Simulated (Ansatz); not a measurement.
# ZnS: the cost of one run

Computed with Ansatz 0.2.0 (DFT r2SCAN, scalar-relativistic, plane waves, PAW, unless a step's input says otherwise).

3 further runs of the same task are left out: 3 set aside as unsound or not needed.

## Step 1: The starting structure

It takes space group P6_3mc (No. 186, hexagonal). The conventional cell has a = 3.807 Å, b = 3.807 Å, c = 6.245 Å, α = 90.00°, β = 90.00°, γ = 120.00°. Zn (site symmetry 3m) has 4 S at 2.33 to 2.34 Å as nearest neighbours. Around S (site symmetry 3m) lie 4 Zn at 2.33 to 2.34 Å.

Coordinates:

```
Zn S
1.0
     3.80652    0.00000    0.00000
    -1.90326    3.29654    0.00000
     0.00000    0.00000    6.24480
Zn S
2 2
Direct
  0.33333 0.66667 0.00034
  0.66667 0.33333 0.50034
  0.33333 0.66667 0.37466
  0.66667 0.33333 0.87466
```

It goes back to an entry of the Materials Project.

This cell was relaxed beforehand with the same method: volume 19.59 Å³/atom, gap on the mesh 2.78 eV.

The unstrained cell was computed beforehand with the same settings: E(σ→0) = -8466.8882 eV for 4 atoms, gap 2.78 eV over the zone.

## Step 2: Strain -1.0 %

Input file input.yaml:

```yaml
crystal:
  lattice:
    - [3.7684534195, 0.0, 0.0]
    - [-1.8842267098, 3.2635763943, 0.0]
    - [0.0, 0.0, 6.1823548098]
  atoms:
    - { symbol: Zn, position: [0.3333333333, 0.6666666667, 0.0003440772] }
    - { symbol: Zn, position: [0.6666666667, 0.3333333333, 0.5003440772] }
    - { symbol: S, position: [0.3333333333, 0.6666666667, 0.3746559228] }
    - { symbol: S, position: [0.6666666667, 0.3333333333, 0.8746559228] }
basis:
  ecutwfc: 500
kpoints:
  mp_grid: { grid: [6, 6, 4] }
hamiltonian:
  xc: r2scan
scf:
  occupations: { method: gaussian, width: 0.02 }
output:
  forces: true
  stress: true
  eigenvalues: true
  write_density: true
  write_potential: true
  elf: true
  volumetric_format: npy
relax:
  adjacent_minimum: "off"
  f_tol: 0.008
  max_steps: 40
```

Run with:

```sh
$ ansatz run input.yaml --threads 1 --pin off --max-ram 2560MiB --backend cpu --events-out ev --progress --plain --runs-dir out
```

What time and memory should one allow on 1 thread of Intel Xeon Platinum 8259CL at 2.50GHz (Skylake/Cascade Lake), shared host?

About 20 s, with a peak of 0.59 GiB.
